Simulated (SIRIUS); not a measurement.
Write the native input for SIRIUS 7.12.0 that does the following.

```
Task                                        : single point
Functional                                  : PBE
Potentials or basis                         : all-electron FP-LAPW
Cutoff                                      : 158 eV
Basis                                       : apw+lo standard
k mesh                                      : 11 × 11 × 11
Occupations                                 : fermi-dirac, width 0.3 eV
Spin                                        : no spin polarisation
Muffin tin radii                            : Al 2.29 bohr
Basis cutoff (gk_cutoff)                    : 3.41 1/bohr
Cutoff of density and potential (pw_cutoff) : 20 1/bohr
lmax of the basis                           : 10
lmax of density and potential               : 8
Valence relativity                          : iora
Core states                                 : Al 1s
Local orbitals (radial functions)           : Al 12
Reference energy of the basis               : 0.25 Ha
Smallest sphere radius times basis cutoff   : 7.81
Start of the SCF                            : LDA density
```

The system is Al.

```
Al
1.0
     0.00000    2.02481    2.02481
     2.02481    0.00000    2.02481
     2.02481    2.02481    0.00000
Al
1
Direct
  0.00000 0.00000 0.00000
```

The input as run:

sirius.json

```json
{
  "control": {
    "processing_unit": "cpu",
    "std_evp_solver_name": "lapack",
    "gen_evp_solver_name": "lapack",
    "verbosity": 2,
    "print_forces": true,
    "ortho_rf": true,
    "use_second_variation": true,
    "rmt_max": 3.0,
    "num_bands_to_print": 12,
    "save_wf": true
  },
  "parameters": {
    "electronic_structure_method": "full_potential_lapwlo",
    "xc_functionals": ["XC_GGA_X_PBE", "XC_GGA_C_PBE"],
    "core_relativity": "dirac",
    "valence_relativity": "iora",
    "num_fv_states": 12,
    "smearing": "fermi_dirac",
    "smearing_width": 0.0110247967,
    "pw_cutoff": 20,
    "gk_cutoff": 3.41,
    "lmax_apw": 10,
    "lmax_rho": 8,
    "lmax_pot": 8,
    "num_mag_dims": 0,
    "auto_rmt": 0,
    "ngridk": [11, 11, 11],
    "shiftk": [0, 0, 0],
    "num_dft_iter": 80,
    "energy_tol": 1e-07,
    "density_tol": 1e-05,
    "use_symmetry": true
  },
  "settings": {"tol_ne": 1e-10},
  "iterative_solver": {"type": "exact"},
  "mixer": {"type": "anderson", "beta": 0.5, "max_history": 8},
  "unit_cell": {
    "lattice_vectors": [[0.0, 3.8263269058, 3.8263269058], [3.8263269058, 0.0, 3.8263269058], [3.8263269058, 3.8263269058, 0.0]],
    "atom_types": ["Al"],
    "atom_files": {"Al": "Al.json"},
    "atoms": {"Al": [[0.0, 0.0, 0.0]]}
  }
}
```

Al.json

```json
{
  "name": "aluminium",
  "symbol": "Al",
  "number": 13,
  "mass": 26.9815386,
  "rmin": 1e-06,
  "rmt": 2.29,
  "nrmt": 800,
  "rinf": 20.43,
  "core": "1s",
  "valence": [
    {"basis": [{"enu": 0.05, "dme": 0, "n": 0, "auto": 0}, {"enu": 0.05, "dme": 1, "n": 0, "auto": 0}]},
    {"l": 0, "n": 1, "basis": [{"enu": 0.1073, "dme": 0, "n": 0, "auto": 0}]},
    {"l": 1, "n": 2, "basis": [{"enu": 0.15, "dme": 0, "n": 0, "auto": 0}]},
    {"l": 2, "n": 3, "basis": [{"enu": 0.15, "dme": 0, "n": 0, "auto": 0}]},
    {"l": 3, "n": 4, "basis": [{"enu": 0.15, "dme": 0, "n": 0, "auto": 0}]}
  ],
  "lo": [
    {
      "l": 0,
      "basis": [{"enu": 0.1073, "dme": 0, "n": 0, "auto": 0}, {"enu": 0.1073, "dme": 1, "n": 0, "auto": 0}]
    },
    {
      "l": 0,
      "basis": [{"enu": -3.695, "dme": 0, "n": 2, "auto": 1}, {"enu": -3.695, "dme": 1, "n": 2, "auto": 1}]
    },
    {
      "l": 0,
      "basis": [{"enu": -3.695, "dme": 1, "n": 2, "auto": 1}, {"enu": 0.1073, "dme": 0, "n": 0, "auto": 0}]
    },
    {
      "l": 0,
      "basis": [{"enu": 0.1073, "dme": 0, "n": 0, "auto": 0}, {"enu": 3.1584, "dme": 0, "n": 0, "auto": 0}]
    },
    {"l": 1, "basis": [{"enu": 0.15, "dme": 0, "n": 0, "auto": 0}, {"enu": 0.15, "dme": 1, "n": 0, "auto": 0}]},
    {
      "l": 1,
      "basis": [{"enu": -2.3097, "dme": 0, "n": 2, "auto": 1}, {"enu": -2.3097, "dme": 1, "n": 2, "auto": 1}]
    },
    {
      "l": 1,
      "basis": [{"enu": -2.3097, "dme": 1, "n": 2, "auto": 1}, {"enu": 0.15, "dme": 0, "n": 0, "auto": 0}]
    },
    {"l": 1, "basis": [{"enu": 0.15, "dme": 0, "n": 0, "auto": 0}, {"enu": 3.6587, "dme": 0, "n": 0, "auto": 0}]},
    {"l": 2, "basis": [{"enu": 0.15, "dme": 0, "n": 0, "auto": 0}, {"enu": 0.15, "dme": 1, "n": 0, "auto": 0}]},
    {"l": 2, "basis": [{"enu": 0.15, "dme": 1, "n": 0, "auto": 0}, {"enu": 0.15, "dme": 2, "n": 0, "auto": 0}]},
    {"l": 2, "basis": [{"enu": 0.15, "dme": 0, "n": 0, "auto": 0}, {"enu": 3.1248, "dme": 0, "n": 0, "auto": 0}]},
    {"l": 3, "basis": [{"enu": 0.15, "dme": 0, "n": 0, "auto": 0}, {"enu": 0.15, "dme": 1, "n": 0, "auto": 0}]}
  ],
  "free_atom": [... radial grid and density of the free atom, the start of the SCF ...]
}
```

sirius_start.json

```json
{
  "control": {
    "processing_unit": "cpu",
    "std_evp_solver_name": "lapack",
    "gen_evp_solver_name": "lapack",
    "verbosity": 1,
    "print_forces": false,
    "ortho_rf": true,
    "use_second_variation": true,
    "rmt_max": 3.0,
    "num_bands_to_print": 12,
    "save_wf": false
  },
  "parameters": {
    "electronic_structure_method": "full_potential_lapwlo",
    "xc_functionals": ["XC_LDA_X", "XC_LDA_C_PW"],
    "core_relativity": "dirac",
    "valence_relativity": "iora",
    "num_fv_states": 12,
    "smearing": "fermi_dirac",
    "smearing_width": 0.0055123983,
    "pw_cutoff": 20,
    "gk_cutoff": 2.72,
    "lmax_apw": 10,
    "lmax_rho": 8,
    "lmax_pot": 8,
    "num_mag_dims": 0,
    "auto_rmt": 0,
    "ngridk": [4, 4, 4],
    "shiftk": [0, 0, 0],
    "num_dft_iter": 30,
    "energy_tol": 0.01,
    "density_tol": 0.05,
    "use_symmetry": true
  },
  "settings": {"tol_ne": 1e-10},
  "iterative_solver": {"type": "exact"},
  "mixer": {"type": "anderson", "beta": 0.5, "max_history": 8},
  "unit_cell": {
    "lattice_vectors": [[0.0, 3.8263269058, 3.8263269058], [3.8263269058, 0.0, 3.8263269058], [3.8263269058, 3.8263269058, 0.0]],
    "atom_types": ["Al"],
    "atom_files": {"Al": "Al.json"},
    "atoms": {"Al": [[0.0, 0.0, 0.0]]}
  }
}
```

Potentials or basis: all-electron FP-LAPW, apw+lo standard.

The run is started by

```bash
$ OMP_NUM_THREADS=1 sirius.scf --input=sirius_start.json --output=start.json
$ OMP_NUM_THREADS=1 sirius.scf --input=sirius.json --output=output.json --task=1
```

It gave:

| Property | Result |
| --- | --- |
| Band gap on the k mesh | none (metal or under the smearing width) |
| All electrons inside the program's atomic spheres | Al 11.38 (radii Al 2.29 bohr) |

Run time: 14 s on 1 thread of Intel(R) Xeon(R) Platinum 8259CL CPU @ 2.50GHz (Skylake/Cascade Lake), with other jobs on the host, peak memory 0.28 GiB.
